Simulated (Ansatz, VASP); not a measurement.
## Ca in VASP and in Ansatz

Contents of INCAR:

```
SYSTEM = Ca
PREC = Accurate
ENCUT = 600
EDIFF = 1E-7
ISMEAR = 0
SIGMA = 0.1
LREAL = .FALSE.
LASPH = .TRUE.
NELM = 100
ALGO = Normal
ISIF = 3
LWAVE = .FALSE.
LCHARG = .FALSE.
GGA = PS
IBRION = 2
NSW = 100
EDIFFG = -0.005
```

Contents of KPOINTS:

```
regular mesh
0
G
  14 14 14
  0 0 0
```

File POSCAR:

```
Ca
1.0
   -2.2400000000      2.2400000000      2.2400000000
    2.2400000000     -2.2400000000      2.2400000000
    2.2400000000      2.2400000000     -2.2400000000
Ca
1
Direct
    0.0000000000      0.0000000000      0.0000000000
```

Input for Ansatz:

```yaml
crystal:
  lattice:
    - [-2.24, 2.24, 2.24]
    - [2.24, -2.24, 2.24]
    - [2.24, 2.24, -2.24]
  atoms:
    - { symbol: Ca, position: [0.0, 0.0, 0.0] }
basis:
  ecutwfc: 420
kpoints:
  mp_grid: { grid: [14, 14, 14] }
hamiltonian:
  xc: pbesol
scf:
  occupations: { method: gaussian, width: 0.1 }
output:
  forces: true
  stress: true
  eigenvalues: true
  write_density: true
  write_potential: true
  elf: true
  volumetric_format: npy
relax:
  adjacent_minimum: "off"
  f_tol: 0.005
  max_steps: 80
  cell: { stress_tol: 0.05 }
```

This isn't the form of Ca at room conditions, which is fcc.

Alike in both runs: task relaxation of cell and atoms; functional PBEsol; k mesh 14 × 14 × 14; occupations gaussian, width 0.1 eV; no spin polarisation.

|  | VASP | Ansatz |
| --- | --- | --- |
| version | VASP 6.6.1 | Ansatz 0.2.0 |
| potentials or method | VASP PAW PBE potentials, release 64 (Ca_sv) | scalar-relativistic, plane waves, PAW |
| plane-wave cutoff (eV) | 600 | 420 |
| valence electrons in the cell | 10 | 10 |

Ansatz gave:

* gap on the k mesh at the Fermi level, each at its own relaxed structure (eV): none
* relaxed volume (Å³/atom): 40.40
* relaxed cell length with the largest relative difference (Å): 3.744
* energy change over the relaxation (meV/atom): -23

Which values does VASP return?

gap on the k mesh at the Fermi level, each at its own relaxed structure (eV): none; relaxed volume (Å³/atom): 40.45; relaxed cell length with the largest relative difference (Å): 3.746; energy change over the relaxation (meV/atom): -23.

A gap of «none» marks a metal or a gap that the smearing closes.

Caveats: the PAW data sets were made with another functional, which shifts forces and pressure a little (VASP); the volume moved by -10 % from the deposited cell, more than functionals usually miss.
